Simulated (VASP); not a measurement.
# MgO in VASP: a series of runs, part 2 of 2

VASP 6.6.1.

**6. Single point, LDA**

File INCAR:

```
PREC = Low
ENCUT = 400
EDIFF = 1E-7
ISMEAR = 0
SIGMA = 0.05
LREAL = False
LASPH = True
NELM = 100
ALGO = Normal
ISIF = 2
LWAVE = False
LCHARG = False
GGA = CA
NBANDS = 11
ADDGRID = False
```

File KPOINTS:

```
regular mesh
0
Gamma
  4 4 4
```

File POSCAR:

```
MgO
1.0
    0.0000000000      2.0970013927      2.0970013927
    2.0970013927      0.0000000000      2.0970013927
    2.0970013927      2.0970013927      0.0000000000
Mg O
1 1
Direct
   -0.0111690000     -0.0083340000      0.0019910000
    0.5083620000      0.4891820000      0.5308490000
```

Potentials or basis: VASP PAW LDA potentials, release 64 (Mg, O).

Command:

```
> cat potpaw_LDA.64/Mg/POTCAR potpaw_LDA.64/O/POTCAR > POTCAR
> mpirun -np 1 vasp_std > vasp.out
```

OUTCAR:

```text
PREC = Low
   ENCUT = 400
   EDIFF = 1E-7
   ISMEAR = 0
   LREAL = False
   LASPH = True
   NELM = 100
   ISIF = 2
   GGA = CA

 Found     36 irreducible k-points:

 Following reciprocal coordinates:
            Coordinates               Weight
  0.000000  0.000000  0.000000      1.000000
  0.250000  0.000000  0.000000      2.000000
  0.000000  0.250000  0.000000      2.000000
  0.000000  0.000000  0.250000      2.000000
  0.250000  0.250000  0.250000      2.000000
  0.500000  0.000000  0.000000      1.000000
   k-points           NKPTS =     36   k-points in BZ     NKDIM =     36   number of bands    NBANDS=     11
   number of dos      NEDOS =    301   number of ions     NIONS =      2
   total plane-waves  NPLWV =   4096
   dimension x,y,z NGX =    16 NGY =   16 NGZ =   16
   dimension x,y,z NGXF=    18 NGYF=   18 NGZF=   18
   ions per type =               1   1
   NGX,Y,Z   is equivalent  to a cutoff of   8.97,  8.97,  8.97 a.u.
   NGXF,Y,Z  is equivalent  to a cutoff of  10.09, 10.09, 10.09 a.u.
 SYSTEM =  unknown system
   PREC   = low       normal or accurate (medium, high low for compatibility)
   ISTART =      0    job   : 0-new  1-cont  2-samecut
   ICHARG =      2    charge: 1-file 2-atom 10-const
   ISPIN  =      1    spin polarized calculation?
   LNONCOLLINEAR =      F non collinear calculations
   LSORBIT =      F    spin-orbit coupling
   LASPH  =      T    aspherical Exc in radial PAW
   ENCUT  =  400.0 eV  29.40 Ry    5.42 a.u.   4.84  4.84  4.84*2*pi/ulx,y,z
   NELM   =    100;   NELMIN=  2; NELMDL= -5     # of ELM steps
   EDIFF  = 0.1E-06   stopping-criterion for ELM
   LREAL  =      F    real-space projection
   EDIFFG = 0.1E-05   stopping-criterion for IOM
   NSW    =      0    number of steps for IOM
   IBRION =     -1    ionic relax: 0-MD 1-quasi-New 2-CG
   NFREE  =      0    steps in history (QN), initial steepest desc. (CG)
   ISIF   =      2    stress and relaxation
   ISYM   =      2    0-nonsym 1-usesym 2-fastsym
   POTIM  = 0.5000    time-step for ionic-motion
   TEBEG  =    0.0;   TEEND  =   0.0 temperature during run
   PSTRESS=    0.0 pullay stress
   NELECT =       8.0000    total number of electrons
   NUPDOWN=      -1.0000    fix difference up-down
   EMIN   =  10.00;   EMAX   =-10.00  energy-range for DOS
   EFERMI =   0.00;   METHOD = LEGACY
   ISMEAR =     0;   SIGMA  =   0.05  broadening in eV -4-tet -1-fermi 0-gaus
   EFERMI_NEDOS =   21; number of points for ismear=-14 and -15
   IALGO  =     38    algorithm
   IMIX   =      4    mixing-type and parameters
     AMIX     =   0.40;   BMIX     =  1.00
     AMIX_MAG =   1.60;   BMIX_MAG =  1.00
  volume/ion in A,a.u.               =       9.22        62.23
  Fermi-wavevector in a.u.,A,eV,Ry     =   1.239261  2.341864 20.895389  1.535768
  Thomas-Fermi vector in A             =   2.373752
   LORBIT       =      0    0 simple, 1 ext, 2 COOP (PROOUT), +10 PAW based schemes
   GGA     = CA    functional components
   LHFCALC =     F    Hartree Fock is set to
   AEXX    =    0.0000 exact exchange contribution
   IVDW    =     0    specifies the selected vdW correction
   LEPSILON=     F    determine dielectric tensor
   LRPA    =     F    only Hartree local field effects (RPA)
 non-spin polarized calculation
 Gauss-broadening in eV      SIGMA  =   0.05
  energy-cutoff  :      400.00
  volume of cell :       18.44
 maximum number of plane-waves:       344
   NGX =  9   NGY =  9   NGZ =  9

 number of electron       7.9999934 magnetization

 Free energy of the ion-electron system (eV)
  ---------------------------------------------------
  ext. energy  EPLUGINS =         0.00000000
  ---------------------------------------------------
  free energy    TOTEN  =       -13.40972519 eV

  energy without entropy =      -13.40972519  energy(sigma->0) =      -13.40972519

 E-fermi :   3.2891     XC(G=0): -11.6461

 val. band max:        2.9729194062   @ k =   0.0000   0.0000   0.0000
 cond. band min:       7.7413963876   @ k =   0.0000   0.0000   0.0000
 fundamental gap:      4.7684769815
 Fermi energy:         3.2890987555

 k-point     1 :       0.0000    0.0000    0.0000
  band No.  band energies     occupation
      1     -14.0912      2.00000
      2       2.9468      2.00000
      3       2.9614      2.00000
      4       2.9729      2.00000
      5       7.7414      0.00000
      6      18.5828      0.00000
      7      18.6218      0.00000
      8      18.6751      0.00000
      9      22.5984      0.00000
     10      24.3158      0.00000
     11      24.3373      0.00000

 k-point     2 :       0.2500    0.0000    0.0000
  band No.  band energies     occupation
      1     -13.4644      2.00000
      2       0.2491      2.00000
      3       2.6083      2.00000
      4       2.6343      2.00000
      5      10.0571      0.00000
      6      15.3947      0.00000
      7      19.4271      0.00000
      8      19.4821      0.00000
      9      22.9811      0.00000
     10      23.0286      0.00000
     11      24.8656      0.00000

 k-point     3 :       0.0000    0.2500    0.0000
  band No.  band energies     occupation
      1     -13.4644      2.00000
      2       0.2473      2.00000
      3       2.6157      2.00000
      4       2.6337      2.00000
      5      10.0533      0.00000
      6      15.3847      0.00000
      7      19.4347      0.00000
      8      19.4733      0.00000
      9      22.9818      0.00000
     10      23.0407      0.00000
     11      24.8703      0.00000

 k-point     4 :       0.0000    0.0000    0.2500
  band No.  band energies     occupation
      1     -13.4643      2.00000
      2       0.2513      2.00000
      3       2.6021      2.00000
      4       2.6320      2.00000
      5      10.0618      0.00000
      6      15.4068      0.00000
      7      19.4232      0.00000
      8      19.4875      0.00000
      9      22.9797      0.00000
     10      23.0139      0.00000
     11      24.8604      0.00000

 k-point     5 :       0.2500    0.2500    0.2500
  band No.  band energies     occupation
      1     -13.4641      2.00000
      2       0.2571      2.00000
      3       2.5985      2.00000
      4       2.6126      2.00000
      5      10.0748      0.00000
      6      15.4411      0.00000
      7      19.4423      0.00000
      8      19.4731      0.00000
      9      22.9573      0.00000
     10      22.9871      0.00000
     11      24.8478      0.00000

 k-point     6 :       0.5000    0.0000    0.0000
  band No.  band energies     occupation
      1     -12.7122      2.00000
      2      -1.7778      2.00000
      3       2.2876      2.00000
      4       2.3146      2.00000
      5      10.7799      0.00000
      6      15.4534      0.00000
      7      19.0734      0.00000
      8      19.1833      0.00000
      9      23.6752      0.00000
     10      25.3951      0.00000
     11      25.4505      0.00000

 [... further k-points ...]
[... 5 lines left out ...]
  --------------------------------------------------------------------------------------
  -------------------------------------------------------------------------------------
  Total       -1.1175960     -0.8074270     -1.1945266     -0.0374068     -0.0225421     -0.0105802
  in kB      -97.0888346    -70.1435455   -103.7720192     -3.2496348     -1.9582974     -0.9191292
  external PRESSURE =     -90.3347998 kB  Pullay stress =       0.0000000 kB

 VOLUME and BASIS-vectors are now :
 -----------------------------------------------------------------------------
  energy-cutoff  :      400.00
  volume of cell :       18.44
      direct lattice vectors                 reciprocal lattice vectors
     0.000000000  2.097001393  2.097001393    -0.238435702  0.238435702  0.238435702
     2.097001393  0.000000000  2.097001393     0.238435702 -0.238435702  0.238435702
     2.097001393  2.097001393  0.000000000     0.238435702  0.238435702 -0.238435702

 POSITION                                       TOTAL-FORCE (eV/Angst)
 -----------------------------------------------------------------------------------
      2.08370      2.07776      4.15310         0.286838      0.578734      0.182663
      2.13901      2.17923      2.09185        -0.286838     -0.578734     -0.182663
 -----------------------------------------------------------------------------------
    total drift:                                0.004922     -0.001744      0.001147

  FREE ENERGIE OF THE ION-ELECTRON SYSTEM (eV)
  ---------------------------------------------------
  free  energy   TOTEN  =       -13.4097251929 eV

  energy  without entropy=      -13.4097251929  energy(sigma->0) =      -13.40972519
```

OSZICAR:

```text
N       E                     dE             d eps       ncg     rms          rms(c)
DAV:   1     0.532295133639E+01    0.53230E+01   -0.41382E+03   976   0.516E+02
DAV:   2    -0.145947277167E+02   -0.19918E+02   -0.19392E+02   921   0.115E+02
DAV:   3    -0.149879118411E+02   -0.39318E+00   -0.39300E+00   947   0.129E+01
DAV:   4    -0.149887273284E+02   -0.81549E-03   -0.81548E-03   861   0.682E-01
DAV:   5    -0.149887297878E+02   -0.24594E-05   -0.24594E-05   936   0.339E-02    0.699E+00
DAV:   6    -0.134740450148E+02    0.15147E+01   -0.84162E+00   894   0.155E+01    0.221E+00
DAV:   7    -0.134351187280E+02    0.38926E-01   -0.64051E-02   822   0.196E+00    0.132E+00
DAV:   8    -0.134103523515E+02    0.24766E-01   -0.31081E-02   834   0.177E+00    0.243E-01
DAV:   9    -0.134098403821E+02    0.51197E-03   -0.93955E-04   945   0.210E-01    0.120E-01
DAV:  10    -0.134097271463E+02    0.11324E-03   -0.33715E-04   867   0.138E-01    0.103E-02
DAV:  11    -0.134097257862E+02    0.13601E-05   -0.47074E-06   906   0.148E-02    0.739E-03
DAV:  12    -0.134097252086E+02    0.57762E-06   -0.32165E-06   858   0.129E-02    0.131E-03
DAV:  13    -0.134097251929E+02    0.15764E-07   -0.37445E-08   438   0.145E-03
   1 F= -.13409725E+02 E0= -.13409725E+02  d E =-.199575E-20
```

stdout:

```text
POSCAR found type information on POSCAR MgO
 POSCAR found :  2 types and       2 ions
 scaLAPACK will be used
 LDA part: xc-table for (Slater(with rela. corr.)+CA(PZ))
 , standard interpolation
 POSCAR, INCAR and KPOINTS ok, starting setup
 FFT: planning ... GRIDC
 FFT: planning ... GRID_SOFT
 FFT: planning ... GRID
 WAVECAR not read
 entering main loop
```

Wall time 3.3 s (1 thread of AMD EPYC 9R45 (Zen 5), shared host); peak memory 0.07 GiB.

These settings aren't checked as converged: the numbers below hold their error.

What came out:

* Free energy: -13.4097 eV
* Largest force: 0.671 eV/Å
* Band gap on the k mesh: 4.77 eV, direct

Caveat: the k mesh is coarse (spacing up to 0.65 Å⁻¹), so the values aren't converged; the cutoff is under 1.25 times the usual one of these potentials, so pressure, stress and relaxed cells hold a basis-set (Pulay) error.

**7. For comparison**

An earlier run on the cell as given: functional PBE; potentials or basis VASP PAW PBE potentials, release 64 (Mg, O); cutoff 520 eV; k mesh 11 × 11 × 11; occupations fermi-dirac, width 0.05 eV; no spin polarisation.

* Pressure: 6.2 GPa
* Band gap on the k mesh: 4.85 eV, direct
